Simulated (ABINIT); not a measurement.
# A GW chain in ABINIT: NaF (Villiaumite), part 2 of 3

Wanted: ground state, empty states, screening and self-energy for NaF (Villiaumite).

ABINIT 10.8.3; PBE and many-body steps on it, plane waves. Known limits of the many-body steps: not at the basis limit; coarse k mesh.

So far. Step 2 (Ground state): The gap is direct, at Γ.

The database entry behind the starting cell differs from later determinations by our own check (0.1 to 0.3 % short, probably kX units), so it need not match the best structure at ambient conditions.

## Step 3: Bands along the symmetry lines

Level of this step: DFT, PBE, plane waves, norm-conserving pseudopotentials (ABINIT).

Levels along a band path, at the cheap level, show where the edges lie and whether the meshes to come will hold them.

File run.abi:

```
acell 3*1.0 Angstrom
rprim 
  0.000000000000 2.310000000000 2.310000000000
  2.310000000000 0.000000000000 2.310000000000
  2.310000000000 2.310000000000 0.000000000000
ntypat 2
znucl 11 9
natom 2
typat 1 2
xred 
  0.000000000000 0.000000000000 0.000000000000
  0.500000000000 0.500000000000 0.500000000000
pp_dirpath "pseudos"
pseudos "Na.upf, F.upf"
ecut 38
iscf -2
irdden 1
kptopt 0
nkpt 50
kpt 
  0.00000000 0.00000000 0.00000000
  0.06250000 0.00000000 0.06250000
  0.12500000 0.00000000 0.12500000
  0.18750000 0.00000000 0.18750000
  0.25000000 0.00000000 0.25000000
  0.31250000 0.00000000 0.31250000
  0.37500000 0.00000000 0.37500000
  0.43750000 0.00000000 0.43750000
  0.50000000 0.00000000 0.50000000
  0.51562500 0.03125000 0.51562500
  0.53125000 0.06250000 0.53125000
  0.54687500 0.09375000 0.54687500
  0.56250000 0.12500000 0.56250000
  0.57812500 0.15625000 0.57812500
  0.59375000 0.18750000 0.59375000
  0.60937500 0.21875000 0.60937500
  0.62500000 0.25000000 0.62500000
  0.37500000 0.37500000 0.75000000
  0.32812500 0.32812500 0.65625000
  0.28125000 0.28125000 0.56250000
  0.23437500 0.23437500 0.46875000
  0.18750000 0.18750000 0.37500000
  0.14062500 0.14062500 0.28125000
  0.09375000 0.09375000 0.18750000
  0.04687500 0.04687500 0.09375000
  0.00000000 0.00000000 0.00000000
  0.06250000 0.06250000 0.06250000
  0.12500000 0.12500000 0.12500000
  0.18750000 0.18750000 0.18750000
  0.25000000 0.25000000 0.25000000
  0.31250000 0.31250000 0.31250000
  0.37500000 0.37500000 0.37500000
  0.43750000 0.43750000 0.43750000
  0.50000000 0.50000000 0.50000000
  0.50000000 0.46875000 0.53125000
  0.50000000 0.43750000 0.56250000
  0.50000000 0.40625000 0.59375000
  0.50000000 0.37500000 0.62500000
  0.50000000 0.34375000 0.65625000
  0.50000000 0.31250000 0.68750000
  0.50000000 0.28125000 0.71875000
  0.50000000 0.25000000 0.75000000
  0.50000000 0.21875000 0.71875000
  0.50000000 0.18750000 0.68750000
  0.50000000 0.15625000 0.65625000
  0.50000000 0.12500000 0.62500000
  0.50000000 0.09375000 0.59375000
  0.50000000 0.06250000 0.56250000
  0.50000000 0.03125000 0.53125000
  0.50000000 0.00000000 0.50000000
istwfk *1
nband 15
nbdbuf 2
tolwfr 1e-08
nstep 40
prtwf 0
prtvol 0
indata_prefix "in"
outdata_prefix "out"
tmpdata_prefix "tmp"
```

Launch:

```sh
> OMP_NUM_THREADS=1 mpirun -n 8 abinit run.abi > log
```

Numbers of over 12 decimals in the logs are rounded to 6 here.

Output:

```text
.Version 10.8.3 of ABINIT. v10.8.2 released Aug 2026.

 Symmetries : space group Fm -3 m (#225); Bravais cF (face-center cubic)
[... echo of the input left out ...]
== DATASET  1 ==================================================================
-   mpi_nproc: 8, omp_nthreads: 1 (-1 if OMP is not activated)

--- !DatasetInfo
iteration_state: {dtset: 1, }
dimensions: {natom: 2, nkpt: 50, mband: 15, nsppol: 1, nspinor: 1, nspden: 1, mpw: 1880, }
cutoff_energies: {ecut:  38.0, pawecutdg:  -1.0, }
electrons: {nelect:   1.60000000E+01, charge:   0.00000000E+00, occopt:   1.00000000E+00, tsmear:   1.00000000E-02, }

 Real(R)+Recip(G) space primitive vectors, cartesian coordinates (Bohr,Bohr^-1):
 R(1)=  0.0000000  4.3652674  4.3652674  G(1)= -0.1145405  0.1145405  0.1145405
 R(2)=  4.3652674  0.0000000  4.3652674  G(2)=  0.1145405 -0.1145405  0.1145405
 R(3)=  4.3652674  4.3652674  0.0000000  G(3)=  0.1145405  0.1145405 -0.1145405
 Unit cell volume ucvol=  1.6636522E+02 bohr^3
 Angles (23,13,12)=  6.00000000E+01  6.00000000E+01  6.00000000E+01 degrees

 getcut: wavevector=  0.0000  0.0000  0.0000  ngfft=  36  36  36
         ecut(hartree)=     38.000   => boxcut(ratio)=   2.10145

--- Pseudopotential description ------------------------------------------------
- Na Generated using ONCVPSP code by D. R. Hamann
- 11.00000   9.00000  171031                  znucl, zion, pspdat
12 -101130 1 -1 1992                          pspcod,pspxc,lmax,lloc,mmax
     nproj     2     2     0
  pspatm : epsatm=    9.36084378
         --- l  ekb(1:nproj) -->
             0    2.667291   -0.676599
             1   -6.743718   -2.407365
 pspatm: atomic psp has been read  and splines computed

- F Generated using ONCVPSP code by D. R. Hamann
-  9.00000   7.00000  171031                  znucl, zion, pspdat
12 -101130 2 -1 832                           pspcod,pspxc,lmax,lloc,mmax
     nproj     2     2     1
  pspatm : epsatm=    4.87625608
         --- l  ekb(1:nproj) -->
             0    6.519403    1.070094
[...]
2   -2.441503
 pspatm: atomic psp has been read  and splines computed

--------------------------------------------------------------------------------

================================================================================
 prteigrs : about to open file out_EIG
 Non-SCF case, kpt    1 (  0.00000  0.00000  0.00000), residuals and eigenvalues=
  3.60E-09  2.52E-09  7.97E-09  3.08E-09  8.09E-09  6.43E-09  1.36E-09  9.53E-10
  1.24E-09  9.78E-09  8.94E-09  8.26E-10  3.23E-09  4.49E-08  7.70E-08
 -1.7783E+00 -7.5120E-01 -7.4502E-01 -7.4502E-01 -7.4502E-01 -4.8861E-02
 -4.8861E-02 -4.8861E-02  1.8595E-01  6.5511E-01  6.5511E-01  6.5511E-01
[...]
Non-SCF case, kpt    2 (  0.06250  0.00000  0.06250), residuals and eigenvalues=
  3.39E-09  8.37E-09  1.78E-09  2.56E-09  3.38E-09  1.79E-09  2.15E-09  1.07E-09
[...]
7.11E-09  9.11E-09  2.07E-09  6.00E-09  2.45E-09  4.44E-09  1.89E-09  9.20E-09
  2.82E-09  2.68E-09  2.37E-09  8.75E-09  7.65E-09  6.74E-09  8.92E-09
[...]
Non-SCF case, kpt   49 (  0.50000  0.03125  0.53125), residuals and eigenvalues=
[...]
Non-SCF case, kpt   50 (  0.50000  0.00000  0.50000), residuals and eigenvalues=
[...]
-1.7776E+00 -7.5029E-01 -7.4703E-01 -7.4703E-01 -7.4207E-01 -9.5843E-02
 -6.3793E-02 -6.3793E-02  4.3796E-01  4.4449E-01  4.5634E-01  6.8268E-01
[...]
--- !ResultsGS
iteration_state: {dtset: 1, }
comment   : Summary of ground state results
lattice_vectors:
- [  0.0000000,   4.3652674,   4.3652674, ]
- [  4.3652674,   0.0000000,   4.3652674, ]
- [  4.3652674,   4.3652674,   0.0000000, ]
lattice_lengths: [   6.17342,    6.17342,    6.17342, ]
lattice_angles: [ 60.000,  60.000,  60.000, ] # degrees, (23, 13, 12)
lattice_volume:   1.6636522E+02
convergence: {deltae:  0.000E+00, res2:  0.000E+00, residm:  9.992E-09, diffor:  0.000E+00, }
etotal    :  -7.04829795E+01
entropy   :   0.00000000E+00
fermie    :  -4.88605676E-02
cartesian_stress_tensor: null
pressure_GPa: null
xred      :
- [  0.0000E+00,   0.0000E+00,   0.0000E+00, Na]
- [  5.0000E-01,   5.0000E-01,   5.0000E-01,  F]
cartesian_forces: null
force_length_stats: {min: null, max: null, mean: null, }

 Integrated electronic density in atomic spheres:
 ------------------------------------------------
 Atom  Sphere_radius  Integrated_density
[...]
================================================================================

 ----iterations are completed or convergence reached----

 Mean square residual over all n,k,spin=   35.518E-10; max=  99.923E-10
 reduced coordinates (array xred) for    2 atoms
       0.000000000000      0.000000000000      0.000000000000
       0.500000000000      0.500000000000      0.500000000000

 cartesian coordinates (angstrom) at end:
    1      0.000000     0.000000     0.000000
    2      2.310000     2.310000     2.310000
 length scales=  1.889726125908  1.889726125908  1.889726125908 bohr
              =  1.000000000000  1.000000000000  1.000000000000 angstroms
 prteigrs : about to open file out_EIG
 Eigenvalues (hartree) for nkpt=  50  k points:
 kpt#   1, nband= 15, wtk=  1.00000, kpt=  0.0000  0.0000  0.0000 (reduced coord)
[...]
kpt#   2, nband= 15, wtk=  1.00000, kpt=  0.0625  0.0000  0.0625 (reduced coord)
[...]
kpt#   3, nband= 15, wtk=  1.00000, kpt=  0.1250  0.0000  0.1250 (reduced coord)
[...]
kpt#  49, nband= 15, wtk=  1.00000, kpt=  0.5000  0.0313  0.5313 (reduced coord)
  -1.77764   -0.75026   -0.74869   -0.74705   -0.74034   -0.09557   -0.06415   -0.06403
   0.43801    0.44440    0.45776    0.67842    0.68499    0.84340    1.01693
 kpt#  50, nband= 15, wtk=  1.00000, kpt=  0.5000  0.0000  0.5000 (reduced coord)
  -1.77764   -0.75029   -0.74703   -0.74703   -0.74207   -0.09584   -0.06379   -0.06379
   0.43796    0.44449    0.45634    0.68268    0.68268    0.83897    1.01712

== END DATASET(S) ==============================================================
================================================================================

 -outvars: echo values of variables after computation  --------
            nband          15
             nkpt          50
          spgroup         225
 [... the other variables as echoed above ...]

 Calculation completed.
```

The job ended after 2.9 s (8 MPI ranks of Intel Xeon 6975P-C (Granite Rapids), shared host; peak memory 0.07 GiB).

Numbers from this step:

| Item | Value |
| --- | --- |
| gap | 6.390 eV |
| k of the valence top | 0, 0, 0 |
| k of the conduction bottom | 0, 0, 0 |
| least direct gap | 6.390 eV |

The gap is 6.390 eV, as in the run before at this level.

Electronic bands along the path, in eV, zero at the top of the highest filled band; v1 is the highest filled band, c1 the lowest empty one:

```
    point      v4     v3     v2     v1     c1     c2     c3     c4
        Γ  -18.94   0.00   0.00   0.00   6.39  19.16  19.16  19.16
  halfway  -18.50  -0.90  -0.21  -0.21   8.82  15.14  19.27  19.56
        X  -18.86  -1.28  -0.41  -0.41  13.25  13.42  13.75  19.91
  halfway  -18.67  -1.22  -0.54  -0.40  13.26  13.37  14.05  19.58
        U  -18.45  -1.06  -0.83  -0.37  12.94  13.33  14.85  19.55
jump to K  -18.45  -1.06  -0.83  -0.37  12.94  13.33  14.85  19.55
  halfway  -18.35  -1.01  -0.32  -0.16   9.03  14.85  18.39  21.12
        Γ  -18.94   0.00   0.00   0.00   6.39  19.16  19.16  19.16
  halfway  -18.41  -0.90  -0.13  -0.13   8.26  15.28  19.91  19.91
        L  -18.13  -1.59  -0.25  -0.25  10.88  12.57  20.25  20.25
  halfway  -18.27  -1.31  -0.58  -0.34  11.89  12.82  17.27  19.13
        W  -18.44  -0.87  -0.87  -0.57  13.32  13.32  15.34  17.03
  halfway  -18.58  -1.17  -0.55  -0.49  13.27  13.39  14.33  18.54
        X  -18.86  -1.28  -0.41  -0.41  13.25  13.42  13.75  19.91
```

The electronic bands as a text plot (rows in eV, shown from -8.0 to 12.4 only):

```
   12.0 |          ++      +                          ++
   11.1 |         +         ++                   +++++
   10.3 |       ++            ++                +
    9.4 |                       +            +++
    8.6 |     ++                            +
    7.7 |    +                   ++        +
    6.9 | +++                      +++  +++
    6.0 |+                            ++
    5.2 |
    4.3 |
    3.5 |
    2.6 |
    1.8 |
    0.9 |
    0.1 |**********        ****************************
   -0.8 |    ***** ******************      ****      ************
   -1.6 |         ******                       ********       ***
   -2.5 |
   -3.3 |
   -4.2 |
   -5.0 |
   -5.9 |
   -6.7 |
   -7.6 |
         Γ           X  U|K            Γ         L        W     X
```

## Step 4: Empty states on the mesh, 4×4×4 mesh, 129 bands

The sums over transitions need many empty states on a uniform mesh; this step solves for them.

File run.abi:

```
acell 3*1.0 Angstrom
rprim 
  0.000000000000 2.310000000000 2.310000000000
  2.310000000000 0.000000000000 2.310000000000
  2.310000000000 2.310000000000 0.000000000000
ntypat 2
znucl 11 9
natom 2
typat 1 2
xred 
  0.000000000000 0.000000000000 0.000000000000
  0.500000000000 0.500000000000 0.500000000000
pp_dirpath "pseudos"
pseudos "Na.upf, F.upf"
ecut 38
ngkpt 4 4 4
nshiftk 1
shiftk 0 0 0
kptopt 1
chksymbreak 0
irdden 1
istwfk *1
nband 129
prtvol 0
optdriver 6
gwr_task "HDIAGO"
paral_kgb 0
occopt 1
indata_prefix "in"
outdata_prefix "out"
tmpdata_prefix "tmp"
```

Output:

```text
[banner, memory and clock lines left out]
.Version 10.8.3 of ABINIT. v10.8.2 released Aug 2026.

 Symmetries : space group Fm -3 m (#225); Bravais cF (face-center cubic)
[... echo of the input left out ...]
== DATASET  1 ==================================================================
-   mpi_nproc: 8, omp_nthreads: 1 (-1 if OMP is not activated)

--- !DatasetInfo
iteration_state: {dtset: 1, }
dimensions: {natom: 2, nkpt: 8, mband: 129, nsppol: 1, nspinor: 1, nspden: 1, mpw: 1880, }
cutoff_energies: {ecut:  38.0, pawecutdg:  -1.0, }
electrons: {nelect:   1.60000000E+01, charge:   0.00000000E+00, occopt:   1.00000000E+00, tsmear:   1.00000000E-02, }

.Using double precision arithmetic; gwpc =  8

- Reading GS density from: in_DEN

--- Pseudopotential description ------------------------------------------------
- Na Generated using ONCVPSP code by D. R. Hamann
- 11.00000   9.00000  171031                  znucl, zion, pspdat
12 -101130 1 -1 1992                          pspcod,pspxc,lmax,lloc,mmax
     nproj     2     2     0
  pspatm : epsatm=    9.36084378
         --- l  ekb(1:nproj) -->
             0    2.667291   -0.676599
             1   -6.743718   -2.407365
 pspatm: atomic psp has been read  and splines computed

- F Generated using ONCVPSP code by D. R. Hamann
-  9.00000   7.00000  171031                  znucl, zion, pspdat
12 -101130 2 -1 832                           pspcod,pspxc,lmax,lloc,mmax
     nproj     2     2     1
  pspatm : epsatm=    4.87625608
         --- l  ekb(1:nproj) -->
             0    6.519403    1.070094
             1   -3.955629   -1.291931
             2   -2.441503
 pspatm: atomic psp has been read  and splines computed

   2.27793598E+02                                ecore*ucvol(ha*bohr**3)

 Total charge density [el/Bohr^3]
)     Maximum=    2.7052E+00  at reduced coord.    0.9722    0.9722    0.9722
)     Minimum=    2.4600E-03  at reduced coord.    0.2500    0.2500    0.2500
   Integrated=    1.6000E+01

 === KS gaps after direct diagonalization ===
 Direct band gap semiconductor
 Fundamental gap:     6.390 (eV)
   VBM:    -1.330 (eV) at k: [ 0.0000E+00,  0.0000E+00,  0.0000E+00]
   CBM:     5.060 (eV) at k: [ 0.0000E+00,  0.0000E+00,  0.0000E+00]
 Direct gap:         6.390 (eV) at k: [ 0.0000E+00,  0.0000E+00,  0.0000E+00]

== END DATASET(S) ==============================================================

 -outvars: echo values of variables after computation  --------
           etotal      0.0000000000E+00
            nband         129
             nkpt           8
          spgroup         225
 [... the other variables as echoed above ...]

 Calculation completed.
```

Wall time 5 s (8 MPI ranks); peak memory 2 GiB.

Numbers from this step:

```
gap                                                           : 6.390 eV
k of the valence top                                          : 0, 0, 0
k of the conduction bottom                                    : 0, 0, 0
least direct gap                                              : 6.390 eV
k points computed                                             : 8
lowest point of the top converged band, above the valence top : 153.1510 eV
```

On this mesh the gap is 6.390 eV.

## Step 5: Screening, 4×4×4 mesh, 121 bands, screening to 217.7 eV

The RPA dielectric matrix is built and inverted for each q.

This step: RPA screening on PBE, plane waves, norm-conserving pseudopotentials.

run.abi, as its differences from that of step 4:

```diff
@@ -20,10 +20,11 @@
 chksymbreak 0
-irdden 1
 istwfk *1
-nband 129
-prtvol 0
-optdriver 6
-gwr_task "HDIAGO"
-paral_kgb 0
 occopt 1
+irdwfk 1
+optdriver 3
+nband 121
+ecuteps 8
+inclvkb 2
+awtr 1
+symchi 1
 indata_prefix "in"
```

Output:

```text
.Version 10.8.3 of ABINIT. v10.8.2 released Aug 2026.

 Symmetries : space group Fm -3 m (#225); Bravais cF (face-center cubic)
[... echo of the input left out ...]
== DATASET  1 ==================================================================
-   mpi_nproc: 8, omp_nthreads: 1 (-1 if OMP is not activated)

--- !DatasetInfo
iteration_state: {dtset: 1, }
dimensions: {natom: 2, nkpt: 8, mband: 121, nsppol: 1, nspinor: 1, nspden: 1, mpw: 1880, }
cutoff_energies: {ecut:  38.0, pawecutdg:  -1.0, }
electrons: {nelect:   1.60000000E+01, charge:   0.00000000E+00, occopt:   1.00000000E+00, tsmear:   1.00000000E-02, }

 SCREENING: Calculation of the susceptibility and dielectric matrices

 Based on a program developped by R.W. Godby, V. Olevano, G. Onida, and L. Reining.
 Incorporated in ABINIT by V. Olevano, G.-M. Rignanese, and M. Torrent.
.Using double precision arithmetic ; gwpc =  8

[... cell and pseudopotentials left out ...]
--------------------------------------------------------------------------------

 ==== K-mesh for the wavefunctions ====
 Number of points in the irreducible wedge :     8
[... list of points left out ...]
 Together with 48 symmetry operations and time-reversal symmetry
 yields    64 points in the full Brillouin Zone.

 ==== Q-mesh for the screening function ====
 Number of points in the irreducible wedge :     8
[... list of points left out ...]
 Together with 48 symmetry operations and time-reversal symmetry
 yields    64 points in the full Brillouin Zone.

 setmesh: FFT mesh size selected  =    25x   25x   25
          total number of points  =        15625

 vcoul_init : cutoff-mode = AUXILIARY_FUNCTION
 q-points for optical limit:   1
     1)      0.000010    0.000020    0.000030

- screening: taking advantage of time-reversal symmetry
- Maximum band index for partially occupied states nbvw = 8
- Remaining bands to be divided among processors   nbcw = 113
- Number of bands treated by each node ~14

 Number of electrons calculated from density =   16.0000; Expected =   16.0000
 average of density, n =  0.096174
 r_s =    1.3540
 omega_plasma =   29.9147 [eV]

 calculating chi0 at frequencies [eV] :
  1    0.000000E+00    0.000000E+00
  2    0.000000E+00    2.991468E+01

--------------------------------------------------------------------------------
  q-point number  1        q = ( 0.000000, 0.000000, 0.000000) [r.l.u.]
--------------------------------------------------------------------------------
[... chi0 elements left out ...]
 For q-point:  0.000010 0.000020 0.000030
  dielectric constant =   1.8016
  dielectric constant without local fields =   1.9006

  Average fulfillment of the sum rule on Im[epsilon] for q-point    1 :     71.76  [%]
[... wings left out ...]
  q-point number  2        q = ( 0.250000, 0.000000, 0.000000) [r.l.u.]
--------------------------------------------------------------------------------
[... chi0 elements left out ...]
  Average fulfillment of the sum rule on Im[epsilon] for q-point    2 :     82.70  [%]

 [... 6 further q-points ...]
```

Elapsed: 6 s, on 8 MPI ranks; peak memory 1 GiB.

This step gave:

- ε∞ with local fields, on this mesh, along the program's q direction: 1.802
- the same without local fields: 1.901
- plasma frequency: 29.91 eV
- plane waves in the screening matrix: 169

Local fields lower ε∞ by 5 %. On a Γ-centred mesh this coarse the value itself is usually too large, while a short band sum pulls it down.

(Continued in part 3 of 3.)

[Paths, hosts, dates, memory and timing lines, banners, echoed tables and standing remarks are left out of the program output.]

[Logs are printed without paths, hosts, clocks, repeated set-up lines and the standing remarks that a program may print on its own settings, such as how far it seeks lower states.]

[Runs of the session that timed out or met a known fault of the program may be left out.]

[Hosts, paths, dates, database ids (printed as entryN), source tags and the programs' standing remarks are cut or masked in the printed files.]

[G0W0 gaps are taken among the corrected bands and points alone; a level outside them can change the order at an edge.]

[Where Ansatz stands beside ABINIT at settings called matched, ABINIT's density can come from a denser mesh and the files from another edition; pairs whose starting gaps differed by over 0.03 eV were left out, so agreement reads better than it is.]
